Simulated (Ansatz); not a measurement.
Trends among crystals of one structure type (Fm-3m)

All 4 crystals share space group Fm-3m (No. 225) and the same kinds of sites, 2 atoms in the primitive cell. They are database entries and needn't be the stable phases. The set is a selection: crystals with unstable modes on a coarse mesh or in a metal were left out. Cells are relaxed by PAW under the functional.

Quantity: harmonic phonons by finite displacements (no LO-TO term; negative means unstable), on a 2×2×2 q mesh. Level: PBEsol, all-electron LAPW in Ansatz 0.2.0, scalar-relativistic.

```tsv
crystal	cell (conventional)	k mesh	smearing (eV)	highest mode (cm⁻¹)	lowest at L (cm⁻¹)	lowest at X (cm⁻¹)	highest at Γ (cm⁻¹)
CdO	a = 4.691 Å	14×14×14	0.05	?	?	?	?
BaO	a = 5.490 Å	6×6×6	none	379	58.5	78.2	76.5
RbCl	a = 6.548 Å	6×6×6	none	140	64.2	41.1	112
CaS	a = 5.634 Å	6×6×6	none	277	164	120	230
```

**Question.** What did the calculation give for CdO?

**Answer.** highest mode = 431 cm⁻¹, lowest at L = 106 cm⁻¹, lowest at X = 93.2 cm⁻¹, highest at Γ = 254 cm⁻¹.

Keep in mind: the gap is closed or tiny at this level, so small that the run used smearing; responses move with mesh and smearing (CdO).
